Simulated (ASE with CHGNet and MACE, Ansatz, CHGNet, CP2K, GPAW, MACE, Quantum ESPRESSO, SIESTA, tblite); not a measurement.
## Machine-learned potentials runs on LaSb (Fm-3m) (64 atoms)

How do the settings of machine-learned potentials change the result for LaSb (Fm-3m) (64 atoms)? A plane-wave run serves as the yardstick.

Main program and level: ASE with CHGNet and MACE; the method is named at each step.

**1. The structure**

The cell holds 64 atoms: 32 La and 32 Sb. Cell: a = 12.980 Å, b = 12.980 Å, c = 12.980 Å, α = 90.0°, β = 90.0°, γ = 90.0°. It derives from LaSb (Fm-3m), repeated 2×2×2. LaSb, space group Fm-3m, structure from the Crystallography Open Database, 2 x 2 x 2 conventional cells; every coordinate displaced by a Gaussian of 0.06 Å. Then every atom was moved at random, 0.05 Å r.m.s. a Cartesian component.

The yardstick, on the same geometry:

| Item | Value |
| --- | --- |
| method | Kohn-Sham DFT, PBE, SSSP efficiency 1.3.0 pseudopotentials, plane waves (Quantum ESPRESSO 7.5); sssp-pbe-1.3.0-efficiency, cutoffs 60/480 Ry, Γ point |
| r.m.s. force component | 0.445 eV/Å |
| longest force | 1.721 eV/Å |
| pressure | 2.258 GPa |
| time | 23 min on 4 MPI ranks of Arm Neoverse V1, shared host |
| CPU time | 1.6 h |

**2. CHGNet 0.3.0 potential**

Method: machine-learned interatomic potential CHGNet 0.3.0, trained on PBE(+U) plane-wave data.

run.py

```python
import numpy as np
from ase.io import read
import mlip  # loads the published weights by name

atoms = read("structure.xyz")
atoms.calc = mlip.calc("chgnet-0.3.0")
energy = atoms.get_potential_energy()
forces = atoms.get_forces()
print(f"energy {energy:.6f} eV")
print("forces (eV/A)")
for i, (a, f) in enumerate(zip(atoms, forces)):
    print(f"{i:4d} {a.symbol:2s} {f[0]:10.5f} {f[1]:10.5f} {f[2]:10.5f}")
stress = -atoms.get_stress(voigt=False) * 160.21766
print("stress (GPa, compression positive)")
for row in stress:
    print(" ".join(f"{x:10.4f}" for x in row))
```

structure.xyz

```xyz
64
Lattice="12.98000 0.00000 0.00000 0.00000 12.98000 0.00000 0.00000 0.00000 12.98000" Properties=species:S:1:pos:R:3 pbc="T T T"
La 0.11280 12.97650 0.00350
La 12.96780 3.18296 3.23682
La 3.30873 12.92237 3.30964
La 3.34910 3.24747 0.07775
Sb 3.25824 0.08541 12.87577
Sb 0.00636 3.21216 12.95845
Sb 0.01973 0.07476 3.25227
Sb 3.20762 3.22358 3.26746
La 12.96170 12.88525 6.40083
La 12.96481 3.37986 9.70333
La 3.26551 12.92717 9.78562
La 3.21696 3.17634 6.42043
Sb 3.40517 12.90887 6.49818
Sb 12.86889 3.28485 6.39330
Sb 12.94651 12.95521 9.77173
Sb 3.22839 3.28225 9.68581
La 12.90848 6.49182 0.14382
La 0.05802 9.80964 3.45151
La 3.31626 6.48027 3.21424
La 3.33093 9.70216 0.01635
Sb 3.13662 6.43977 0.08035
Sb 0.14122 9.73176 0.20236
Sb 12.95586 6.42977 3.10832
Sb 3.27044 9.61831 3.27615
La 0.03141 6.45768 6.36293
La 12.97455 9.64829 9.80626
La 3.22579 6.37617 9.71722
La 3.21683 9.85571 6.54205
Sb 3.34482 6.39486 6.46144
Sb 0.03453 9.67373 6.46729
Sb 12.92471 6.48740 9.83118
Sb 3.24967 9.69256 9.64596
La 6.39745 0.04556 0.04206
La 6.37084 3.19996 3.17283
La 9.73837 0.00532 3.34611
La 9.69684 3.16258 0.13525
Sb 9.69243 12.89524 12.95819
Sb 6.59021 3.21800 12.90056
Sb 6.44769 12.90017 3.30055
Sb 9.61104 3.35260 3.14155
La 6.46326 0.19145 6.45872
La 6.46677 3.36143 9.61130
La 9.68412 0.13979 9.69749
La 9.77031 3.34066 6.63888
Sb 9.83663 0.03193 6.54633
Sb 6.43769 3.14596 6.51103
Sb 6.57424 12.86954 9.72877
Sb 9.77303 3.22060 9.79029
La 6.49260 6.55542 0.10202
La 6.57710 9.79575 3.30367
La 9.76797 6.52518 3.23903
La 9.65193 9.62934 0.06542
Sb 9.90413 6.53971 12.82956
Sb 6.59877 9.66854 12.95183
Sb 6.48779 6.61850 3.32366
Sb 9.78666 9.66608 3.23150
[... 4 atom lines left out ...]
Sb 9.66439 6.57048 6.44509
Sb 6.46365 9.61338 6.52946
Sb 6.28660 6.55853 9.71657
Sb 9.83326 9.73902 9.74616
```

The run is started by

```
OMP_NUM_THREADS=1 python run.py > output.txt
```

The program printed:

```text
CHGNet v0.3.0 initialized with 412,525 parameters
CHGNet will run on cpu
energy -371.815094 eV
forces (eV/A)
   0 La   -0.30194   -0.04106   -0.03777
   1 La   -0.13074    0.18106   -0.15429
   2 La   -0.18716   -0.03831   -0.21056
   3 La   -0.19130    0.08683   -0.22111
   4 Sb    0.04709   -0.19436    0.33910
   5 Sb    0.06305   -0.03423   -0.00163
   6 Sb    0.00737   -0.16289   -0.04101
   7 Sb    0.03225   -0.08401   -0.05718
   8 La    0.24327    0.23905    0.34742
   9 La    0.07666   -0.31857    0.04961
  10 La   -0.00239    0.08325   -0.23573
  11 La   -0.13535    0.06389    0.15092
  12 Sb   -0.49655    0.31393    0.05373
  13 Sb    0.21222   -0.17078    0.14850
  14 Sb    0.09221    0.06266   -0.17504
  15 Sb    0.03473   -0.30395    0.08427
  16 La    0.38614   -0.02731   -0.56229
  17 La    0.00237   -0.16738   -0.56418
  18 La   -0.18288   -0.07434    0.15603
  19 La   -0.06597    0.04526   -0.07281
  20 Sb    0.29231    0.06621   -0.21764
  21 Sb   -0.11672    0.09068   -0.10548
  22 Sb    0.14765    0.10859    0.69045
  23 Sb    0.06258    0.25528   -0.06137
[...]
56 La   -0.10052    0.07256   -0.02559
  57 La   -0.01048    0.13831   -0.34894
  58 La    0.10005    0.23699    0.15194
  59 La   -0.29864    0.18436    0.21942
  60 Sb    0.25685   -0.16445    0.02499
  61 Sb    0.14787    0.29829    0.03407
  62 Sb    0.38010   -0.13651    0.20970
  63 Sb   -0.09870   -0.01810   -0.04407
stress (GPa, compression positive)
    1.1122     0.0216     0.0208
    0.0216     1.1402     0.0148
    0.0208     0.0148     1.1630
```

Elapsed: 4.2 s, on 1 thread of Arm Neoverse V1, shared host; peak memory 0.5 GiB.

Banners, paths, timers and routine set-up lines are dropped from the logs unmarked, and long logs keep their key lines alone; longer cuts are marked.

Compared with the plane-wave run:

| Property | Result |
| --- | --- |
| r.m.s. force component | 0.2328 eV/Å |
| r.m.s. difference of force components | 226.1 meV/Å |
| longest difference of force vectors | 757.6 meV/Å |
| force difference over r.m.s. force | 50.8 % |
| slope of forces against the reference's | 0.5078 |
| correlation of force components | 0.9707 |
| pressure | 1.139 GPa |
| pressure difference | -1.119 GPa |

Length of the force difference by element (eV/Å):

| element | atoms | mean | most |
| --- | --- | --- | --- |
| La | 32 | 0.40 | 0.76 |
| Sb | 32 | 0.33 | 0.61 |

The surroundings of La52, picked at random, nearest first, numbered as they follow in the input and with coordinates relative to it.

| atom | x | y | z | distance (Å) | bonds | Fx | Fy | Fz (eV/Å) |
| --- | --- | --- | --- | --- | --- | --- | --- | --- |
| La52 | 0.00 | 0.00 | 0.00 | 0.00 | 6 | 0.55 | 0.30 | -0.18 |
| Sb54 | -3.05 | 0.04 | -0.09 | 3.05 | 6 | -0.40 | 0.22 | 0.26 |
| Sb53 | 0.25 | -3.09 | -0.22 | 3.11 | 6 | -0.70 | -0.32 | 0.07 |
| Sb56 | 0.13 | 0.04 | 3.17 | 3.17 | 6 | 0.05 | 0.25 | 0.08 |
| Sb37 | 0.04 | 3.27 | -0.09 | 3.27 | 6 | 0.03 | 0.01 | 0.19 |
| Sb64 | 0.18 | 0.11 | -3.30 | 3.31 | 6 | -0.10 | -0.02 | -0.04 |
| Sb22 | 3.47 | 0.10 | 0.14 | 3.47 | 6 | -0.12 | 0.09 | -0.11 |
| La49 | -3.16 | -3.07 | 0.04 | 4.41 | 6 | 0.04 | -0.30 | -0.14 |
| La51 | 0.12 | -3.10 | 3.17 | 4.44 | 6 | -0.09 | -0.10 | -0.15 |

Atoms are counted from 1 here, from 0 in the log.

Forces lie 51 % from the reference's, at 7.2e-4 times its CPU time (on 1 against 4 cores).

**3. MACE MPA-0 medium potential**

Method: machine-learned interatomic potential MACE MPA-0 medium, trained on PBE(+U) plane-wave data.

Changes to run.py since step 2:

```diff
@@ -5,3 +5,3 @@
 atoms = read("structure.xyz")
-atoms.calc = mlip.calc("chgnet-0.3.0")
+atoms.calc = mlip.calc("mace-mpa-0-medium")
 energy = atoms.get_potential_energy()
```

structure.xyz is that of step 2.

The program printed:

```text
energy -367.559002 eV
forces (eV/A)
   0 La   -0.77465   -0.10195   -0.07485
   1 La   -0.24450    0.47406   -0.32264
   2 La   -0.42200   -0.01631   -0.39700
   3 La   -0.51678    0.17409   -0.53776
   4 Sb    0.08731   -0.45878    0.75999
   5 Sb    0.11410    0.07766    0.07281
   6 Sb    0.03912   -0.47054   -0.06262
   7 Sb   -0.02869   -0.16033   -0.13808
   8 La    0.41796    0.60498    0.79301
   9 La    0.20945   -0.80176    0.16360
  10 La   -0.05804    0.21651   -0.58347
  11 La   -0.22617    0.21274    0.40604
  12 Sb   -0.89225    0.59979    0.06195
  13 Sb    0.55266   -0.36801    0.35195
  14 Sb    0.21398    0.11583   -0.31949
  15 Sb    0.08075   -0.57945    0.14793
  16 La    0.77685   -0.05632   -1.25716
  17 La   -0.00778   -0.41162   -1.44179
  18 La   -0.35977   -0.13480    0.38774
  19 La   -0.29387    0.01625   -0.05407
  20 Sb    0.58092    0.20984   -0.43166
  21 Sb   -0.38523    0.03641   -0.39540
  22 Sb    0.24247    0.25634    1.39248
  23 Sb    0.14603    0.60211   -0.01877
[...]
56 La   -0.31054    0.35972   -0.07095
  57 La   -0.05938    0.33310   -0.92142
  58 La    0.39294    0.57349    0.51356
  59 La   -0.75165    0.46456    0.56537
  60 Sb    0.51897   -0.39116   -0.04559
  61 Sb    0.27092    0.48688   -0.00174
  62 Sb    0.87720   -0.39848    0.30839
  63 Sb   -0.43059   -0.06951   -0.08921
stress (GPa, compression positive)
    2.1920     0.0374     0.0109
    0.0374     2.3656     0.0319
    0.0109     0.0319     2.2627
```

The job ended after 8.2 s (1 thread; peak memory 0.71 GiB).

Compared with the plane-wave run:

```yaml
r_m_s_force_component: 0.5111 eV/Å
r_m_s_difference_of_force_components: 120 meV/Å
longest_difference_of_force_vectors: 395.6 meV/Å
force_difference_over_r_m_s_force: 26.95 %
slope_of_forces_against_the_reference_s: 1.123
correlation_of_force_components: 0.9779
pressure: 2.273 GPa
pressure_difference: 0.0157 GPa
```

Against the first run (51 %), the force difference from the reference is 27 %, at 2 times the CPU time.

**4. CHGNet r2SCAN potential**

Method: machine-learned interatomic potential CHGNet r2SCAN, trained on r2SCAN plane-wave data.

Changes to run.py since step 3:

```diff
@@ -5,3 +5,3 @@
 atoms = read("structure.xyz")
-atoms.calc = mlip.calc("mace-mpa-0-medium")
+atoms.calc = mlip.calc("chgnet-r2scan")
 energy = atoms.get_potential_energy()
```

structure.xyz is that of step 3.

The program printed:

```text
CHGNet vr2scan initialized with 412,525 parameters
CHGNet will run on cpu
energy -1868.596069 eV
forces (eV/A)
   0 La   -0.24539   -0.05460   -0.05883
   1 La   -0.09193    0.12945   -0.09645
   2 La   -0.12573   -0.02738   -0.17500
   3 La   -0.20428    0.03979   -0.18557
   4 Sb    0.05582   -0.12473    0.23929
   5 Sb    0.05951   -0.09359   -0.00369
   6 Sb   -0.02775   -0.11900    0.02805
   7 Sb    0.11264   -0.10148   -0.04055
   8 La    0.13269    0.19360    0.31892
   9 La    0.05334   -0.27374    0.09379
  10 La   -0.04400    0.06789   -0.14211
  11 La   -0.10310    0.06578    0.12412
  12 Sb   -0.42049    0.21822    0.01379
  13 Sb    0.10417   -0.06928    0.10811
  14 Sb    0.12914    0.02413   -0.15727
  15 Sb    0.02860   -0.22121    0.06063
  16 La    0.28878   -0.01048   -0.44588
  17 La    0.00134   -0.15835   -0.49907
  18 La   -0.11218    0.00350    0.10680
  19 La   -0.13136   -0.00587   -0.04170
  20 Sb    0.33699    0.06684   -0.14391
  21 Sb   -0.05126    0.14676   -0.12211
  22 Sb    0.07369    0.07784    0.62245
  23 Sb    0.04030    0.22638   -0.10105
[...]
56 La   -0.09644    0.14442   -0.05395
  57 La   -0.00359    0.11670   -0.31190
  58 La    0.17341    0.20586    0.18082
  59 La   -0.25645    0.11283    0.23900
  60 Sb    0.21345   -0.14103    0.06899
  61 Sb    0.12850    0.27384   -0.00408
  62 Sb    0.29320   -0.15894    0.19827
  63 Sb   -0.02355   -0.07484   -0.07645
stress (GPa, compression positive)
    2.0735     0.0088     0.0175
    0.0088     2.0733     0.0055
    0.0175     0.0055     2.1095
```

Run time: 3.4 s. Hardware: 1 thread; peak memory 0.5 GiB.

Compared with the plane-wave run:

```
r.m.s. force component                  : 0.1927 eV/Å
r.m.s. difference of force components   : 271.3 meV/Å
longest difference of force vectors     : 915.9 meV/Å
force difference over r.m.s. force      : 60.96 %
slope of forces against the reference's : 0.408
correlation of force components         : 0.9422
pressure                                : 2.085 GPa
pressure difference                     : -0.1723 GPa
```

Against the first run (51 %), the force difference from the reference is 61 %, at 0.86 times the CPU time; this potential was trained at another functional than the reference's, which explains only part of so large a difference.

**5. The ladder**

Differences are against the plane-wave reference, forces as r.m.s. over components; share is that over the reference's r.m.s. force, slope the least-squares factor from reference forces to these. Total energies of different programs have different zeros and aren't compared.

| run | Δ force, r.m.s. (meV/Å) | share (%) | slope | Δ pressure (GPa) | cores | CPU time | memory (GiB) |
| --- | --- | --- | --- | --- | --- | --- | --- |
| reference | - | - | - | - | 4 | 1.6 h | 15 |
| CHGNet 0.3.0 potential | 226 | 50.8 | 0.508 | -1.12 | 1 | 4 s | 0.5 |
| MACE MPA-0 medium potential | 120 | 27.0 | 1.123 | 0.0157 | 1 | 8 s | 0.71 |
| CHGNet r2SCAN potential | 271 | 61.0 | 0.408 | -0.172 | 1 | 3.4 s | 0.5 |

Times of the machine-learned potentials are mostly Python's start and the loading of weights.

CPU time is summed over cores on a shared host, where runs went side by side, so it is rough. Symmetry, cutoffs, thresholds, outputs and thread counts weren't matched or tuned between programs; memory under MPI is the largest rank's times the ranks.

**6. Outcome**

```
nearest in forces : MACE MPA-0 medium potential, 27 %
its CPU time      : 8 s
```

What this shows: Machine-learned potentials differ by 27 % (MACE MPA-0 medium potential) to 61 % (CHGNet r2SCAN potential); they were trained on other programs' data, some at another functional. Among those trained on PBE data the slope goes as low as 0.51. The reference's pressure holds the uncorrected Pulay stress of its 60 Ry basis, so small pressure differences, and their order, may be the reference's own error. Machine-learned potentials mimic data converged in k, so the reference's own k-point error enters their differences. The reference's pressure of 2.3 GPa belongs to a cell and atoms that aren't relaxed at this level. The electronic-structure runs sample only Γ, in a cell whose shortest periodic width is 13 Å. Spin–orbit coupling is left out, which matters for the levels of the heavy elements.

[Also dropped from logs without a mark: logging warnings of Python, and SIESTA's first energy breakdown and zero terms.]

[Logs are printed without paths, hosts, clocks, repeated set-up lines and the standing remarks that a program may print on its own settings, such as how far it seeks lower states.]

[Hosts, paths, dates, database ids (printed as entryN), source tags and the programs' standing remarks are cut or masked in the printed files.]
